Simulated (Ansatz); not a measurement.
# ZnCu: a sublattice moved along a line

Level of theory: DFT PBE, scalar-relativistic, plane waves, PAW in Ansatz. Cutoff 420 eV, Γ-centred 16×16×16 k-points, Gaussian smearing of 0.15 eV. No spin polarisation. Energies are free energies at this smearing, counted from the undisturbed cell; pressure is positive in compression.

Zero of the scan (as given, not relaxed at this level; it stands at 2.3 GPa, and it needn't be the usual structure):

```xyz
2
Lattice="2.9450 0.0000 0.0000 0.0000 2.9450 0.0000 0.0000 0.0000 2.9450" Properties=species:S:1:pos:R:3 pbc="T T T"
Zn    1.4725    1.4725    1.4725
Cu    0.0000    0.0000    0.0000
```

Every Zn atom is moved by x along the Cartesian unit vector (-1.000, 0.000, 0.000); the cell and all other atoms stay fixed. The cell is metallic on the mesh throughout.

| x (Å) | ΔE (meV/cell) | force along x on the moved atoms (eV/Å) | pressure (GPa) |
| --- | --- | --- | --- |
| -0.1000 | 24.0 | 0.48 | 2.9 |
| -0.0500 | 6.0 | 0.24 | 2.4 |
| 0.0000 | 0.0 | 0.00 | 2.3 |
| 0.0125 | 0.4 | -0.06 | 2.3 |
| 0.0250 | 1.5 | -0.12 | 2.3 |
| 0.0375 | 3.4 | -0.18 | 2.4 |
| 0.0625 | 9.4 | -0.30 | 2.5 |
| 0.0750 | 13.5 | -0.36 | 2.6 |
| 0.0875 | 18.4 | -0.42 | 2.7 |

By symmetry 0.1000 repeats -0.1000, -0.0750 repeats 0.0750, 0.0500 repeats -0.0500, -0.0250 repeats 0.0250 in energy, with the opposite slope along the path.